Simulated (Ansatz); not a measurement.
# LiF: the cell at several levels of theory

The task here is to estimate one member of a computed series from the others.

Code: Ansatz 0.2.0. PAW datasets, plane waves, zero pressure. No spin polarisation and no zero-point or thermal motion; the cell was built from a prototype and may be hypothetical.

**The system as given**

This is the cell as the run starts from it, not yet at rest; its lengths are not the crystal's.

It is hexagonal, P6_3/mmc (No. 194); conventional cell a = 2.384 Å, c = 3.886 Å, 4.78 Å³ an atom. Near Li stand 6 F at 1.68 Å; near F stand 6 Li at 1.68 Å.

The structure in full:

```cif
data_structure
_symmetry_space_group_name_H-M 'P6_3/mmc'
_symmetry_Int_Tables_number 194
_cell_length_a 2.3837
_cell_length_b 2.3837
_cell_length_c 3.8855
_cell_angle_alpha 90.000
_cell_angle_beta 90.000
_cell_angle_gamma 120.000
_cell_volume 19.12
loop_
_atom_site_label
_atom_site_type_symbol
_atom_site_symmetry_multiplicity
_atom_site_Wyckoff_symbol
_atom_site_fract_x
_atom_site_fract_y
_atom_site_fract_z
_atom_site_occupancy
Li1 Li 2 a 0.00000 0.00000 0.00000 1
F1 F 2 c 0.33333 0.66667 0.25000 1
```

The first run:

File input.yaml:

```yaml
crystal:
  lattice:
    - [2.383746, 0.0, 0.0]
    - [-1.191873, 2.0643845922, 0.0]
    - [0.0, 0.0, 3.88550598]
  atoms:
    - { symbol: Li, position: [0.0, 0.0, 0.0] }
    - { symbol: Li, position: [0.0, 0.0, 0.5] }
    - { symbol: F, position: [0.3333333333, 0.6666666667, 0.25] }
    - { symbol: F, position: [0.6666666667, 0.3333333333, 0.75] }
kpoints:
  mp_grid: { grid: [12, 12, 6] }
hamiltonian:
  xc: pbe
scf:
  occupations: { method: fermi_dirac, width: 0.02 }
relax:
  f_tol: 0.005
  cell: {}
output:
  write_density: true
  write_potential: true
  elf: true
  volumetric_format: npy
```

Command:

```bash
$ ansatz run input.yaml --threads 2 --pin off --max-ram 2211MiB --backend cpu --events-out ev --progress --plain --runs-dir out
```

Steps of the session up to this table: Relaxation with PBE; Relaxing with r2SCAN; Relaxation with PBEsol; Relaxation with LDA; HSE06: cell and atoms.

One table of the session follows, with a row left open; its other results are not shown here.

```
 level  a (Å)  c (Å)  volume (Å³/atom)
   PBE  2.830  4.877             8.457
r2SCAN  2.776  4.783             7.978
PBEsol  2.787  4.811             8.092
   LDA      ?      ?                 ?
 HSE06  2.791  4.806             8.103
```

**Question.** Estimate the row for LDA.

As computed: a (Å): 2.718; c (Å): 4.690; volume (Å³/atom): 7.504. In the column «a (Å)» it is the lowest.

LDA gives the smallest cell and PBE the largest; they differ by 12.7 % in volume, a mean of 4.1 % in length. The meshes differ: PBE 12×12×6, r2SCAN 12×12×6, PBEsol 12×12×6, LDA 12×12×6, HSE06 6×6×4.
